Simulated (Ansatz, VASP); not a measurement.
**Two plane-wave programs on Ni**

INCAR

```
SYSTEM = Ni
ALGO     = Fast           ! electronic algorithm
EDIFF    = 1E-6           ! SCF threshold, eV
ENCUT    = 520            ! plane-wave cutoff, eV
GGA      = PE             ! functional
ISIF     = 2              ! what is computed and relaxed
ISMEAR   = -5             ! smearing method
ISPIN    = 2              ! spin polarisation
IVDW     = 13             ! dispersion correction
LASPH    = .True.         ! aspherical terms in the spheres
LCHARG   = .False.        ! write CHGCAR
LDAU     = .True.         ! DFT+U
LDAUJ    = 0            
LDAUL    = 2              ! shell
LDAUPRINT= 1            
LDAUTYPE = 2            
LDAUU    = 3.5            ! U, eV
LMAXMIX  = 4              ! l up to which the mixer works
LORBIT   = 11             ! projections on sites
LREAL    = .False.        ! projectors in reciprocal space
LWAVE    = .False.        ! write WAVECAR
MAGMOM   = 1              ! initial moments
NBANDS   = 15             ! bands
NELM     = 150            ! most SCF steps
PREC     = Accurate       ! precision mode
SIGMA    = 0.05           ! smearing width, eV
```

File KPOINTS:

```
k-points
0
Gamma
  13 13 13
  0 0 0
```

Contents of POSCAR:

```
Ni
1.0
    0.0000000000      1.6310973596      1.6310973596
    1.6310973596      0.0000000000      1.6310973596
    1.6310973596      1.6310973596      0.0000000000
Ni
1
Direct
    0.0000000000      0.0000000000      0.0000000000
```

Contents of input.yaml:

```yaml
crystal:
  lattice:
    - [0.0, 1.6310973596, 1.6310973596]
    - [1.6310973596, 0.0, 1.6310973596]
    - [1.6310973596, 1.6310973596, 0.0]
  atoms:
    - { symbol: Ni, position: [0.0, 0.0, 0.0], spin: 1.0 }
hamiltonian:
  xc: pbe
  pseudopotentials: { kind: paw }
  dispersion: d4
  hubbard:
    sites: [{ species: Ni, l: d, u_eff: 3.5 }]
    projectors: all-electron-ortho-atomic
    double_counting: fll
magnetization:
  spin_polarized: true
kpoints:
  mp_grid: { grid: [13, 13, 13] }
scf:
  occupations: { method: tetrahedron }
output:
  forces: true
  stress: true
```

Alike in both runs: task single point; functional PBE; dispersion D4; k mesh 13 × 13 × 13; occupations tetrahedron; collinear spin; Hubbard terms Ni d U = 3.5 eV.

```csv
,VASP,Ansatz
version,VASP 6.6.1,Ansatz 0.2.0
potentials or method,"VASP PAW PBE potentials, release 64 (Ni)",Ansatz PAW
plane-wave cutoff (eV),520,420
valence electrons in the cell,10,18
```

|  | VASP | Ansatz | Ansatz less VASP |
| --- | --- | --- | --- |
| gap on the k mesh at the Fermi level (eV) | none | none | - |
| net moment per atom (μB) | 0.60 | 0.58 | -0.022 |
| size of the moment on the site where the two differ most (μB) | 0.60 | 0.62 | +0.023 |
| dispersion energy (meV/atom) | -558.7 | -558.6 | +0.04 |

Site moments also hang on the region over which each program counts them. The programs project onto different local orbitals, so the same U acts differently. A gap of «none» marks a metal or a gap that the smearing closes. The two sets of potentials don't hold the same shells in valence.

Caveats: the U is typed as a test and isn't derived for this compound; the magnetic or orbital state may not be the lowest (Ansatz); with tetrahedron occupations forces and stress needn't match the slope of the energy (Ansatz). The state reached can hang on the start; a lower one may exist.
